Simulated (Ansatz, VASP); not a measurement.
**HfN in VASP and in Ansatz**

The input INCAR:

```
ALGO = Normal
EDIFF = 1E-6
ENCUT = 520
GGA = PS
ISIF = 2
ISMEAR = 0
LASPH = True
LCHARG = False
LREAL = False
LWAVE = False
NBANDS = 14
NELM = 100
PREC = Accurate
SIGMA = 0.15
```

File KPOINTS:

```
k-points
0
Gamma
  20 20 20
```

File POSCAR:

```
HfN
1.0
    0.0000000000      2.2590000000      2.2590000000
    2.2590000000      0.0000000000      2.2590000000
    2.2590000000      2.2590000000      0.0000000000
Hf N
1 1
Direct
    0.0000000000      0.0000000000      0.0000000000
    0.5000000000      0.5000000000      0.5000000000
```

Input for Ansatz:

```yaml
crystal:
  lattice:
    - [0.0, 2.259, 2.259]
    - [2.259, 0.0, 2.259]
    - [2.259, 2.259, 0.0]
  atoms:
    - { symbol: Hf, position: [0.0, 0.0, 0.0] }
    - { symbol: "N", position: [0.5, 0.5, 0.5] }
basis:
  ecutwfc: 420
kpoints:
  mp_grid: { grid: [20, 20, 20] }
hamiltonian:
  xc: pbesol
scf:
  occupations: { method: gaussian, width: 0.15 }
output:
  forces: true
  stress: true
  eigenvalues: true
```

Alike in both runs: task single point; functional PBEsol; k mesh 20 × 20 × 20; occupations gaussian, width 0.15 eV; no spin polarisation.

|  | VASP | Ansatz |
| --- | --- | --- |
| version | VASP 6.6.1 | Ansatz 0.2.0 |
| potentials or method | VASP PAW PBE potentials, release 64 (Hf_pv, N) | scalar-relativistic, plane waves, PAW |
| plane-wave cutoff (eV) | 520 | 420 |
| valence electrons in the cell | 15 | 31 |

VASP gave:

- gap on the k mesh at the Fermi level (eV): none
- pressure (GPa): -5.2

Question: Estimate Ansatz's values.

Answer: gap on the k mesh at the Fermi level (eV): none; pressure (GPa): -3.0.

A gap of «none» marks a metal or a gap that the smearing closes. The two sets of potentials don't hold the same shells in valence.

Caveats: the PAW data sets were made with another functional, which shifts forces and pressure a little (VASP). The runs have no spin-orbit coupling, so splittings on Hf are missing.
